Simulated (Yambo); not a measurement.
**TePb in Yambo: convergence with exchange cutoff**

TePb:

```
CELL_PARAMETERS angstrom
0.00000 3.23100 3.23100
3.23100 0.00000 3.23100
3.23100 3.23100 0.00000
ATOMIC_POSITIONS crystal
Pb 0.00000 0.00000 0.00000
Te 0.50000 0.50000 0.50000
```

| Item | Value |
| --- | --- |
| Program | Yambo 5.3.0 |
| Task | G0W0 quasiparticle levels |
| Functional | PBEsol |
| Potentials or basis | PseudoDojo 0.4.1 SR PBEsol standard |
| Cutoff | 762 eV |
| Density cutoff | 3048 eV |
| k mesh | 4 × 4 × 4 |
| Occupations | fixed |
| Spin | no spin polarisation |
| k mesh of the self-consistent run | 8 × 8 × 8 |
| Random integration of the Coulomb term | yes |
| Direction of the field or of q to 0 | x + y + z |
| Broadening | 0.1 eV |
| States corrected | Γ and the k points of the band edges |
| Frequency dependence of W | plasmon pole |
| Terminator of the band sum in the self-energy | none |
| Quasiparticle equation | linearised (Newton) |
| Imaginary frequency of the plasmon-pole fit | 27.2114 eV |
| Bands in the response | 215 |
| Bands in the self-energy | 215 |
| Cutoff of the response matrix | 3 Ry |
| Cutoff of exchange and Vxc | 9 Ry |
| Bands corrected (first, last) | [15, 16] |

These are the settings of the first run; the series varies exchange cutoff, with any setting tied to it.

Hardware: Arm Neoverse V2 (shared host).

```csv
exchange cutoff,quasiparticle gap at the points computed (eV)
9 Ry,0.854
14 Ry,0.895
18 Ry,0.903
28 Ry,0.917
42 Ry,0.920
56 Ry,0.916
112 Ry,0.922
```

Against the tightest run, the quasiparticle gap at the points computed stays within 0.05 eV from 14 Ry on. The tightest run that finished is the yardstick and may itself not be fully converged.

Caveat, for the tightest run too: the k mesh is coarse (spacing up to 0.42 Å⁻¹), so the values aren't converged; the potentials hold a filled d shell without the s and p states of that shell, which can shift GW gaps by tenths of an eV, either way; the screening block or the number of bands is too small for a converged GW gap; this version prints the column dSc/dw multiplied by 27.2; spin-orbit coupling is left out, which as a rule narrows the gap of such compounds by several tenths of an eV.
